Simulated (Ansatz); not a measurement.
# Ni: starts and ends of a spin-polarised SCF, part 2 of 2

How much does the result for Ni depend on the starting moments? The same cell is run from several starts. System: Ni, its experimental structure (space group Fm-3m, primitive cell doubled); the cell holds 2 atoms. Source: COD entry 9013005; the sample's temperature and pressure aren't taken into account.

Ansatz 0.2.0; DFT PBE, PAW, plane waves, scalar-relativistic. Earlier steps stand in the parts before.

## (7) Moments ++ scaled by 0.65, plain SCF

input.yaml

```yaml
crystal:
  lattice:
    - [3.5516, 1.7758, 1.7758]
    - [1.7758, 3.5516, 1.7758]
    - [1.7758, 1.7758, 3.5516]
  atoms:
    - { symbol: Ni, position: [0.0, 0.0, 0.0], spin: 1.3 }
    - { symbol: Ni, position: [0.5, 0.5, 0.5], spin: 1.3 }
magnetization:
  spin_polarized: true
hamiltonian:
  xc: pbe
  pseudopotentials: { kind: paw }
basis:
  ecutwfc: 420
kpoints:
  mp_grid: { grid: [11, 11, 11] }
scf:
  occupations: { method: fermi_dirac, width: 0.1 }
  lower_state_search: "off"
output:
  forces: true
  stress: true
```

The program printed, cut to the lines that bear on the results:

```text
[... 20 lines as in an earlier run ...]
Starting moments: Σ|m| = 2.6 μB on 2 of 2 sites
[... 2 lines as in an earlier run ...]
[...]
SCF iter   1: F=—  HF=-11679.324568 eV  |F-HF|=—  |Δ(HF+E_count)|=         —  Δρ=6.19e-2 (↑3.57e-2 ↓6.19e-2)  dr2=9.94e-2  dr2_m=4.67e-1  M=1.561 μB ∫|m|=1.667 μB  β_m=0.30  ethr=2.76e-4  ⟨swp⟩=1.0  Hψ=34735  notcnv=0
[...]
spin-set hold released at iteration 7 (site moments contracting): the magnetisation degrees of freedom join the quasi-Newton model from the next iteration; the mixer history was flushed
[...]
SCF iter  14: F=-11679.487694 eV  HF=-11679.487694 eV  |F-HF|=1.01e-9  |Δ(HF+E_count)|=   2.34e-8  Δρ=5.76e-6 (↑1.94e-6 ↓5.76e-6)  dr2=2.09e-9  dr2_m=1.25e-9  M=1.231 μB ∫|m|=1.417 μB  ethr=2.08e-11  ⟨swp⟩=1.8  Hψ=21024  notcnv=0
[...]
SCF converged after 14 iterations
Magnetization: 1.2310 μB (18.6155 up, 17.3845 down)
Absolute magnetization: 1.4187 μB (∫|ρ↑−ρ↓|, with the PAW one-centre terms)
Spin contamination: 0.0140 ħ² per cell (⟨S²⟩ above its minimum at these occupations)
Per-site moments (μB) at R_I (Å): [(0.6548922443864685, 1.0359361831756337), (0.6548922443864683, 1.0359361831756337)]
Free energy (F): -11679.487694 eV
[...]
E sigma→0 (E₀):  -11679.432278 eV
Entropy (-TS):   -0.110832 eV (-55.416 meV/atom)
Fermi energy:    17.520102 eV
[... 24 lines left out: energy terms, forces, stress ...]
```

Run time: 8.4 s. Hardware: 2 threads of an Arm CPU, shared host; peak memory 0.37 GiB.

Nothing new: the 14 iterations lead to the state found in step 2 (ferromagnetic).

## (8) A moment on one site alone, plain SCF

input.yaml: that of step 7 with these lines changed.

```diff
@@ -6,4 +6,4 @@
   atoms:
-    - { symbol: Ni, position: [0.0, 0.0, 0.0], spin: 1.3 }
-    - { symbol: Ni, position: [0.5, 0.5, 0.5], spin: 1.3 }
+    - { symbol: Ni, position: [0.0, 0.0, 0.0], spin: 2.0 }
+    - { symbol: Ni, position: [0.5, 0.5, 0.5] }
 magnetization:
```

The program printed, cut to the lines that bear on the results:

```text
[... 14 lines as in an earlier run ...]
Magnetic group: BNS 166.97 (UNI 1327), of the structure as read, at distance tolerance 2.8e-5 Å
[... 5 lines as in an earlier run ...]
Starting moments: Σ|m| = 2 μB on 1 of 2 sites
[... 2 lines as in an earlier run ...]
SCF iter   1: F=—  HF=-11679.293915 eV  |F-HF|=—  |Δ(HF+E_count)|=         —  Δρ=1.06e-1 (↑1.06e-1 ↓4.34e-2)  dr2=2.85e0  dr2_m=6.66e-1  M=1.356 μB ∫|m|=1.474 μB  β_m=0.30  ethr=3.10e-3  ⟨swp⟩=4.6  Hψ=24360  notcnv=0
[...]
spin-set hold released at iteration 5 (the charge has settled, or the pull on large starting moments outlasts its swing): the magnetisation degrees of freedom join the quasi-Newton model from the next iteration; the mixer history was flushed
[...]
SCF iter  21: F=-11679.487694 eV  HF=-11679.487694 eV  |F-HF|=6.93e-9  |Δ(HF+E_count)|=   1.21e-8  Δρ=5.66e-6 (↑3.76e-6 ↓5.66e-6)  dr2=7.91e-9  dr2_m=1.20e-9  M=1.231 μB ∫|m|=1.417 μB  ethr=2.78e-10  ⟨swp⟩=2.9  Hψ=20998  notcnv=0
[...]
SCF converged after 21 iterations
Magnetization: 1.2310 μB (18.6155 up, 17.3845 down)
Absolute magnetization: 1.4187 μB (∫|ρ↑−ρ↓|, with the PAW one-centre terms)
Spin contamination: 0.0140 ħ² per cell (⟨S²⟩ above its minimum at these occupations)
Per-site moments (μB) at R_I (Å): [(0.6548965696323727, 1.0359361831756337), (0.6549046075304409, 1.0359361831756337)]
Free energy (F): -11679.487694 eV
[...]
E sigma→0 (E₀):  -11679.432277 eV
Entropy (-TS):   -0.110833 eV (-55.416 meV/atom)
Fermi energy:    17.520153 eV
[... 24 lines left out: energy terms, forces, stress ...]
```

Wall time 9.5 s (2 threads of an Arm CPU, shared host); peak memory 0.38 GiB.

This is the state of step 2 again (ferromagnetic), after 21 iterations.

## (9) Parallel moments, Broyden mixing, no switch to direct minimisation

input.yaml: that of step 8 with these lines changed.

```diff
@@ -7,3 +7,3 @@
     - { symbol: Ni, position: [0.0, 0.0, 0.0], spin: 2.0 }
-    - { symbol: Ni, position: [0.5, 0.5, 0.5] }
+    - { symbol: Ni, position: [0.5, 0.5, 0.5], spin: 2.0 }
 magnetization:
@@ -20,2 +20,4 @@
   lower_state_search: "off"
+  algorithm: density_mixing
+  mixing: { algorithm: broyden, beta: 0.3 }
 output:
```

The program printed, cut to the lines that bear on the results:

```text
[... 20 lines as in an earlier run ...]
Starting moments: Σ|m| = 4 μB on 2 of 2 sites
[... 3 lines as in an earlier run ...]
SCF iter   1: F=—  HF=-11678.941331 eV  |F-HF|=—  |Δ(HF+E_count)|=         —  Δρ=1.27e-1 (↑1.11e-1 ↓1.27e-1)  dr2=3.51e-2  dr2_m=2.90e0  M=1.883 μB ∫|m|=2.100 μB  β_m=0.57  ethr=9.76e-5  ⟨swp⟩=1.0  Hψ=34756  notcnv=0
[...]
[... 1 line as in an earlier run ...]
[...]
SCF iter  14: F=-11679.487694 eV  HF=-11679.487694 eV  |F-HF|=3.71e-8  |Δ(HF+E_count)|=   7.21e-7  Δρ=4.20e-6 (↑4.20e-6 ↓1.88e-6)  dr2=1.06e-9  dr2_m=1.27e-9  M=1.231 μB ∫|m|=1.417 μB  ethr=1.05e-11  ⟨swp⟩=4.0  Hψ=22525  notcnv=0
[...]
this state was not tested for a lower state beside it, because the mixer in use, unlike msr1, does not test its closes by its own steps (another_mixer; see scf.mixing.algorithm and scf.lower_state_search)
SCF converged after 14 iterations
Magnetization: 1.2309 μB (18.6154 up, 17.3846 down)
Absolute magnetization: 1.4185 μB (∫|ρ↑−ρ↓|, with the PAW one-centre terms)
Spin contamination: 0.0140 ħ² per cell (⟨S²⟩ above its minimum at these occupations)
Per-site moments (μB) at R_I (Å): [(0.654833834300148, 1.0359361831756337), (0.6548338343001479, 1.0359361831756337)]
Free energy (F): -11679.487694 eV
[...]
E sigma→0 (E₀):  -11679.432276 eV
Entropy (-TS):   -0.110836 eV (-55.418 meV/atom)
Fermi energy:    17.520020 eV
[... 24 lines left out: energy terms, forces, stress ...]
```

Wall time 8.4 s (2 threads of an Arm CPU, shared host); peak memory 0.37 GiB.

This is the state of step 2 again (ferromagnetic), after 14 iterations.

## (10) Parallel moments, spin not held back in the first iterations, no switch to direct minimisation

input.yaml: that of step 9 with these lines changed.

```diff
@@ -21,3 +21,3 @@
   algorithm: density_mixing
-  mixing: { algorithm: broyden, beta: 0.3 }
+  mixing: { spin_hold: "off" }
 output:
```

The program printed, cut to the lines that bear on the results:

```text
[... 20 lines as in an earlier run ...]
Starting moments: Σ|m| = 4 μB on 2 of 2 sites
[... 2 lines as in an earlier run ...]
[...]
SCF iter   1: F=—  HF=-11678.872227 eV  |F-HF|=—  |Δ(HF+E_count)|=         —  Δρ=1.24e-1 (↑1.06e-1 ↓1.24e-1)  dr2=4.04e-2  dr2_m=2.71e0  M=1.879 μB ∫|m|=2.028 μB  β_m=0.30  ethr=1.12e-4  ⟨swp⟩=1.0  Hψ=34735  notcnv=0
[...]
SCF iter  10: F=-11679.487694 eV  HF=-11679.487694 eV  |F-HF|=4.66e-10  |Δ(HF+E_count)|=   2.48e-8  Δρ=3.75e-6 (↑6.86e-7 ↓3.75e-6)  dr2=1.08e-9  dr2_m=7.97e-10  M=1.231 μB ∫|m|=1.417 μB  ethr=2.27e-11  ⟨swp⟩=2.1  Hψ=21096  notcnv=0
[...]
SCF converged after 10 iterations
Magnetization: 1.2310 μB (18.6155 up, 17.3845 down)
Absolute magnetization: 1.4187 μB (∫|ρ↑−ρ↓|, with the PAW one-centre terms)
Spin contamination: 0.0140 ħ² per cell (⟨S²⟩ above its minimum at these occupations)
Per-site moments (μB) at R_I (Å): [(0.6548919063698136, 1.0359361831756337), (0.6548919063698138, 1.0359361831756337)]
Free energy (F): -11679.487694 eV
[...]
E sigma→0 (E₀):  -11679.432278 eV
Entropy (-TS):   -0.110832 eV (-55.416 meV/atom)
Fermi energy:    17.520113 eV
[... 24 lines left out: energy terms, forces, stress ...]
```

Wall time 6.6 s (2 threads of an Arm CPU, shared host); peak memory 0.37 GiB.

The run ends in the same state as step 2 (ferromagnetic); it took 10 iterations.

## (11) The runs side by side

```
step  iterations  state  moments of Ni1 Ni2 (μB)  total (μB)  gap (eV)  pressure (GPa)  above lowest (meV/atom)
   2          10      1                0.65 0.65        1.23      none            -5.0                      0.0
   3          17      2                0.00 0.00        0.00      none            -5.8                     37.9
   4           6      2                0.00 0.00        0.00      none            -5.8                     37.9
   5          11      1                0.65 0.65        1.23      none            -5.0                      0.0
   6          20      1                0.65 0.65        1.23      none            -5.0                      0.0
   7          14      1                0.65 0.65        1.23      none            -5.0                      0.0
   8          21      1                0.65 0.65        1.23      none            -5.0                      0.0
   9          14      1                0.65 0.65        1.23      none            -5.0                      0.0
  10          10      1                0.65 0.65        1.23      none            -5.0                      0.0
```

States are numbered from the lowest. Starts by step: 2 parallel moments, plain SCF; 3 opposed moments +-, plain SCF; 4 no spin polarisation; 5 spin on, no moments given (the program may seed its own), plain SCF; 6 parallel moments scaled by 0.03, plain SCF; 7 moments ++ scaled by 0.65, plain SCF; 8 a moment on one site alone, plain SCF; 9 parallel moments, Broyden mixing, no switch to direct minimisation; 10 parallel moments, spin not held back in the first iterations, no switch to direct minimisation.

The 9 runs of this session took 68 s in all, from 2.1 s to 12 s each.

Decimal logarithm of the largest residual (eV) by iteration, counted through all cycles of a run (7 of the 9 runs):

```
iteration  step 2  step 3  step 4  step 5  step 6  step 7  step 8
        1     0.5     0.5    -3.0     0.8    -0.8    -0.3     0.5
        2     0.2     0.3    -3.6    -0.4    -1.5    -0.5     1.0
        3    -1.5    -0.7    -5.4    -0.6    -1.9    -0.7     0.1
        4    -1.6    -0.9    -6.2    -0.4    -2.2    -0.9     0.1
        5    -2.6    -1.9    -7.7    -2.3    -2.1    -1.1    -0.1
        6    -3.3    -2.8    -9.7    -2.7    -1.9    -1.3     0.6
        8    -5.4    -3.1       -    -5.2    -1.8    -1.7    -0.6
       10    -9.0    -4.1       -    -7.6    -1.8    -3.5    -1.1
       12       -    -5.2       -       -    -2.2    -6.3    -1.6
       14       -    -7.0       -       -    -2.6    -8.7    -2.1
       16       -    -7.3       -       -    -2.4       -    -2.5
       17       -    -8.3       -       -    -1.7       -    -5.0
       19       -       -       -       -    -6.1       -    -5.5
       21       -       -       -       -       -       -    -8.1
```

## (12) Summary of results

The summary covers parts 1 to 2.

```
                      quantity                               value
               distinct states             2 from 9 converged runs
lowest state from plain starts                       ferromagnetic
                   its moments               Ni1 0.65, Ni2 0.65 μB
                  total moment                    1.23 μB per cell
             gap on the k-mesh                                none
                      pressure                            -5.0 GPa
                 largest force                          0.000 eV/Å
                    next state  non-magnetic, 37.9 meV/atom higher
```

What this shows: The 9 converged runs end in 2 distinct states. Switching spin polarisation off costs 37.9 meV/atom in free energy, smearing entropy included. These are lowest states among those tried, not proven ground states.
